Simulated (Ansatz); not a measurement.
# NiSi2/ZnS/CoSi2: predicting the conductance of a thicker barrier

How it was computed: Ansatz 0.2.0, plane waves with PAW datasets, PBE. Interfaces are relaxed in a short slab (with D3(BJ) where the barrier is layered), set between ideal electrode layers that go on as semi-infinite leads, and the zero-bias conductance G at 300 K comes from T(E) on a typed mesh. The error is the largest of the program's estimates from energy step, mesh, the leads' potential steps and neutrality; its separate bound for narrow resonances between the energies solved isn't counted and can be far larger. The lower electrode is NiSi2 (fluorite 111), the upper CoSi2 (fluorite 111 turned by 180 degrees  type B) and the barrier ZnS (wurtzite 0001), on a net of side 3.84 Å; d is the distance between the electrodes' last planes.

The runs shown:

```
planes in the barrier  d (Å)  G (S/m²)  error (%)  lead step (meV)
                    4   8.80   1.16e13         17               10
                    8  15.12   2.96e11         18               10
```

**Question.** A further run has 12 planes, d = 21.44 Å. Fit G ∝ exp(−βd) to the rows shown and predict its conductance.

**Worked fit.** Through two points, β = ln(1.16e13 / 2.96e11) / (15.12 − 8.80) = 3.67 / 6.32 = 0.580 Å⁻¹. From the last point shown, G = 2.96e11 × exp(−0.580 × 6.32) = 7.57e9 S/m².

**The withheld run.** The run gave 1.50e10 S/m², with an error estimate of 25 % and a lead step of 10 meV. The prediction is 0.504 times that, too low by 50 %. That lies within the runs' own error estimates, carried through the fit.

**Limits.** The interfaces are ideal, one cell wide, strained to a common net and relaxed from one registry with their symmetry kept. PBE's gaps are too small, so true decay constants are likely larger where the Fermi level lies deep in a gap. No spin-orbit coupling, phonons, disorder or image charges enter. The rows shown are chosen by tests on error estimates (under 100 to 120 %), lead steps (under 150 meV, though the program warns over 25), intact interfaces and, for fits, a steady trend in the rows shown; the data set holds 414 series of this kind, and not all pass.

[Logs are printed without paths, hosts, clocks, repeated set-up lines and the standing remarks that a program may print on its own settings, such as how far it seeks lower states.]
